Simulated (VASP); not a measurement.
AlN: electrostatic potential with LDA

The system is AlN.

```
Al N
1.0
     3.08369    0.00000    0.00000
     0.00000    4.36099    0.00000
     0.00000    0.00000    3.06784
Al N
2 2
Direct
  0.00000 0.99963 0.00000
  0.50000 0.49963 0.50000
  0.00000 0.25037 0.50000
  0.50000 0.75037 0.00000
```

The cell comes from a database or a generator and needn't be the stable form of this composition.

| Property | Result |
| --- | --- |
| Program | VASP 6.6.1 |
| Task | electrostatic potential |
| Functional | LDA |
| Potentials or basis | VASP PAW LDA potentials, release 64 (Al, N) |
| Cutoff | 520 eV |
| k mesh | 8 × 6 × 8 |
| Occupations | gaussian, width 0.02 eV |
| Spin | no spin polarisation |
| Further INCAR settings | ALGO = Normal; EDIFF = 1e-07 |

| Quantity | Value |
| --- | --- |
| Pressure | -1.0 GPa |
| Band gap on the k mesh | 3.20 eV |

Stress tensor (GPa, compression positive):
```
-1.84  0.00  0.00
 0.00 -1.23  0.00
 0.00  0.00  0.09
```

Levels at points of the mesh, in eV from the valence-band top:
```
           k point  band 6  band 7  band 8  band 9  band 10  band 11
(0.00, 0.00, 0.00)   -0.05   -0.03    0.00    3.21     4.30     8.47
(0.50, 0.00, 0.00)   -2.57   -0.52   -0.52    7.75     7.75     9.25
(0.00, 0.50, 0.00)   -1.05   -0.98   -0.98    5.92     5.92    10.12
(0.50, 0.50, 0.00)   -0.52   -0.48   -0.48    7.35     7.35     9.80
(0.00, 0.00, 0.50)   -2.56   -0.57   -0.57    7.73     7.73     9.17
(0.50, 0.00, 0.50)   -1.84   -1.84   -1.84    3.20     3.20     8.43
(0.00, 0.50, 0.50)   -0.53   -0.52   -0.52    7.31     7.31     9.81
(0.50, 0.50, 0.50)   -3.54   -2.78   -2.78    5.94     5.94    11.27
```

Run time: 16 s on 1 thread of Intel(R) Xeon(R) Platinum 8488C (Sapphire Rapids), with other jobs on the host, peak memory 0.16 GiB.

A k mesh can miss the band edges.
